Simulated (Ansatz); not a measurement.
Input and command of a plane-wave DFT calculation in Ansatz:

```yaml
crystal:
  lattice:
    - [2.6684384657, 0.0, 0.0]
    - [-1.3342192328, 2.3109354997, 0.0]
    - [0.0, 0.0, 4.2232798402]
  atoms:
    - { symbol: Mn, position: [0.3333333333, 0.6666666667, 0.25] }
    - { symbol: Mn, position: [0.6666666667, 0.3333333333, 0.75] }
basis:
  ecutwfc: 420
kpoints:
  mp_grid: { grid: [12, 12, 6] }
hamiltonian:
  xc: pbe
scf:
  occupations: { method: gaussian, width: 0.1 }
output:
  forces: true
  stress: true
  eigenvalues: true
relax:
  adjacent_minimum: "off"
  f_tol: 0.05
  max_steps: 60
  cell: { stress_tol: 0.5 }
```

```bash
ansatz run input.yaml --threads 1 --pin off --max-ram 2560MiB --backend cpu --events-out ev --progress --plain --runs-dir out
```

Processor: Arm Neoverse V2, 1 thread, on a host shared with other jobs.

Task: How long does it run, and how much memory does it take?

Result: About 11 s on 1 thread of Arm Neoverse V2, on a shared host, peak memory 0.32 GiB. It solves 19 bands at 76 k points (the mesh reduced by the symmetry that the task leaves, which can be less than the crystal's) with about 391 plane waves (on the last cell), in 37 SCF iterations over 6 ionic steps.
